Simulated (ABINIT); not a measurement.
Write the native input for ABINIT 10.8.3 (patched build) that does the following.

* Task: equation of state
* Functional: AM05
* Potentials or basis: JTH PAW PBE v2.0
* Cutoff: 626 eV
* k mesh: 11 × 11 × 11
* Occupations: fermi-dirac, width 0.05 eV
* Spin: no spin polarisation
* Fine-grid cutoff: 1224.51 eV

TiC:

```xyz
2
Lattice="0.0000 2.1657 2.1657 2.1657 0.0000 2.1657 2.1657 2.1657 0.0000" Properties=species:S:1:pos:R:3 pbc="T T T"
Ti    0.0000    0.0000    0.0000
C     2.1657    2.1657    2.1657
```

The cell is a database's computed one.

The input as run:

run.abi

```
# Datasets: one volume each
ndtset 7
getwfk -1
scalecart1 3*0.9795861087
scalecart2 3*0.9864848297
scalecart3 3*0.9932883884
scalecart4 3*1.0000000000
scalecart5 3*1.0066227096
scalecart6 3*1.0131594038
scalecart7 3*1.0196128224

# Pseudopotentials
pp_dirpath "./"
pseudos "Ti.GGA_PBE-JTH.xml, C.GGA_PBE-JTH.xml"

# Structure
acell 5.7878323139 5.7878323139 5.7878323139
rprim
     0.0000000000     0.7071067812     0.7071067812
     0.7071067812     0.0000000000     0.7071067812
     0.7071067812     0.7071067812     0.0000000000
ntypat 2
znucl 22 6
natom 2
typat 1 2
xred
     0.0000000000     0.0000000000     0.0000000000
     0.5000000000     0.5000000000     0.5000000000

# Plane-wave basis
ecut 23.0
pawecutdg 45.0
pawxcdev 0

# k points
kptopt 1
ngkpt 11 11 11
nshiftk 1
shiftk 0.0 0.0 0.0

# Exchange and correlation
ixc -120135

# Bands and occupations
nband 12
occopt 3
tsmear 0.00183747

# SCF cycle
nstep 100
tolvrs 1.0e-9

# Output
iomode 3
prtwf 1
prtden 0
prteig 0
prtebands 0
enunit 1
```

Potentials or basis: JTH PAW PBE v2.0.

The run is started by

```console
$ abinit run.abi > log 2>&1
```

Results of the run:

```yaml
Equilibrium_volume: 9.89 Å³/atom
Bulk_modulus: 267 GPa
Pressure_derivative_of_the_bulk_modulus: 3.9
```

Caveat: pressures at fixed basis lie under the slope of the energies; the PAW data sets were made with another functional, which shifts forces and pressure a little.

Wall time 2.3 min on 1 thread of Arm Neoverse V1, with other jobs on the host, peak memory 0.14 GiB.
